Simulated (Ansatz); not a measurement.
SiC: symmetry broken, then relaxed

All numbers below come from DFT r2SCAN, scalar-relativistic, plane waves, PAW (Ansatz 0.2.0). The runs took a 500 eV cutoff, a Γ-centred 12×12×2 mesh and Gaussian smearing (0.05 eV). No spin polarisation. Energies are free energies at this smearing, counted from the undisturbed cell; pressure is positive in compression.

Reference structure (relaxed at this level):

```yaml
crystal:
  lattice:
    - [3.07848, 0.00000, 0.00000]
    - [-1.53924, 2.66604, 0.00000]
    - [0.00000, 0.00000, 15.10647]
  atoms:
    - { symbol: Si, position: [0.00000, 0.00000, 0.12504] }
    - { symbol: Si, position: [0.00000, 0.00000, 0.62504] }
    - { symbol: Si, position: [0.33333, 0.66667, 0.29182] }
    - { symbol: Si, position: [0.66667, 0.33333, 0.79182] }
    - { symbol: Si, position: [0.33333, 0.66667, 0.95830] }
    - { symbol: Si, position: [0.66667, 0.33333, 0.45830] }
    - { symbol: C, position: [0.00000, 0.00000, 0.99969] }
    - { symbol: C, position: [0.00000, 0.00000, 0.49969] }
    - { symbol: C, position: [0.33333, 0.66667, 0.16685] }
    - { symbol: C, position: [0.66667, 0.33333, 0.66685] }
    - { symbol: C, position: [0.33333, 0.66667, 0.83332] }
    - { symbol: C, position: [0.66667, 0.33333, 0.33332] }
```

The atoms are displaced (Å, in the unstrained cell):

| atom | ux | uy | uz |
| --- | --- | --- | --- |
| Si1 | -0.004 | 0.069 | -0.350 |
| Si2 | -0.193 | -0.124 | -0.038 |
| Si3 | 0.089 | -0.088 | 0.076 |
| Si4 | 0.065 | -0.095 | 0.065 |
| Si5 | 0.036 | 0.118 | 0.057 |
| Si6 | 0.100 | -0.030 | 0.025 |
| C7 | 0.080 | 0.044 | -0.053 |
| C8 | 0.048 | 0.045 | 0.106 |
| C9 | -0.093 | 0.037 | 0.204 |
| C10 | 0.065 | -0.013 | -0.031 |
| C11 | -0.156 | 0.046 | 0.088 |
| C12 | -0.036 | -0.008 | -0.150 |

The cell is strained by (-0.0230, 0.0345, -0.0337, 0.0107, 0.0074, -0.0272) (xx, yy, zz, yz, xz, xy; engineering shear). The atoms are then relaxed in that fixed cell.

Task: How much of the energy do the atoms recover?

Result: The disturbance cost 599.7 meV/atom, and 48.7 meV/atom remain in the strained cell. The final space group reads P1 (tolerance 0.05 Å).

Final structure:

```
Si C
1.0
     3.00773   -0.04184    0.01144
    -1.54010    2.77884    0.00849
     0.05614    0.08051   14.59739
Si C
6 6
Direct
  0.02022 0.01891 0.12562
  0.98123 0.98234 0.62575
  0.33437 0.66748 0.29260
  0.66641 0.33317 0.79261
  0.35212 0.68411 0.95903
  0.64897 0.31652 0.45913
  0.02746 0.02616 0.99879
  0.97120 0.97258 0.49897
  0.34317 0.67569 0.16612
  0.65629 0.32409 0.66617
  0.34139 0.67481 0.83257
  0.65719 0.32415 0.33262
```

The relaxation, step by step (energy from the first step):

```
step  ΔE (meV/atom) largest force component (eV/Å) pressure (GPa)
   1            0.0                          19.235             n/a
   2         -411.7                           8.355             n/a
   3         -550.4                           0.356             n/a
   4         -551.1                           0.022             n/a
   5         -551.1                           0.001             n/a
```

Cost: 3 runs of about 10 core-minutes in all, on Intel Xeon Platinum 8488C (Sapphire Rapids) (shared hosts).